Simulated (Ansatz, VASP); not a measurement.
## Mg: VASP beside Ansatz

The input INCAR:

```
PREC = Accurate ; ENCUT = 520
EDIFF = 1E-6 ; ISMEAR = -1
SIGMA = 0.05 ; LREAL = False
LASPH = True ; NELM = 100
ALGO = Normal ; ISIF = 2
LWAVE = False ; LCHARG = True
GGA = PS ; LELF = True
LVHAR = True ; NBANDS = 7
```

The input KPOINTS:

```
regular mesh
0
Gamma
  18 18 18
```

The input POSCAR:

```
Mg
1.0
   -1.7778086392      1.7778086392      1.7778086392
    1.7778086392     -1.7778086392      1.7778086392
    1.7778086392      1.7778086392     -1.7778086392
Mg
1
Direct
    0.0000000000      0.0000000000      0.0000000000
```

Input for Ansatz:

```yaml
crystal:
  lattice:
    - [-1.77780863923, 1.77780863923, 1.77780863923]
    - [1.77780863923, -1.77780863923, 1.77780863923]
    - [1.77780863923, 1.77780863923, -1.77780863923]
  atoms:
    - { symbol: Mg, position: [0.0, 0.0, 0.0] }
kpoints:
  mp_grid: { grid: [18, 18, 18] }
scf:
  occupations: { method: fermi_dirac, width: 0.05 }
hamiltonian:
  xc: pbesol
  pseudopotentials: { kind: all_electron, lapw: { basis_error: 0.001 } }
output:
  forces: true
  stress: true
  eigenvalues: true
  eigenstates:
    nscf_kmesh: { grid: [28, 28, 28] }
    de_dk: true
    e_range: [-14, 14]
  optics:
    e_range: [0, 30]
    de: 0.2
    sigma: 0.25
    bands: { spectra_wanted_up_to: 30 }
    nscf_kmesh: { grid: [28, 28, 28] }
    drude_damping: 0.05
checkpoint:
  write: ck
  write_wavefunctions: false
```

This isn't the form of Mg at room conditions, which is hcp.

Alike in both runs: task single point; functional PBEsol; k mesh 18 × 18 × 18; occupations fermi-dirac, width 0.05 eV; no spin polarisation.

|  | VASP | Ansatz |
| --- | --- | --- |
| version | VASP 6.6.1 | Ansatz 0.2.0 |
| potentials or method | VASP PAW PBE potentials, release 64 (Mg) | all-electron LAPW, scalar-relativistic |
| plane-wave cutoff (eV) | 520 | see its input |

```tsv
	VASP	Ansatz	Ansatz less VASP
pressure (GPa)	0.0	0.0	+0.03
```

Ansatz ran all-electron here, so the differences hold the error of VASP's frozen core and of both bases. Ansatz warned: «optics_on_partly_filled_bands».

Caveats: the PAW data sets were made with another functional, which shifts forces and pressure a little (VASP).
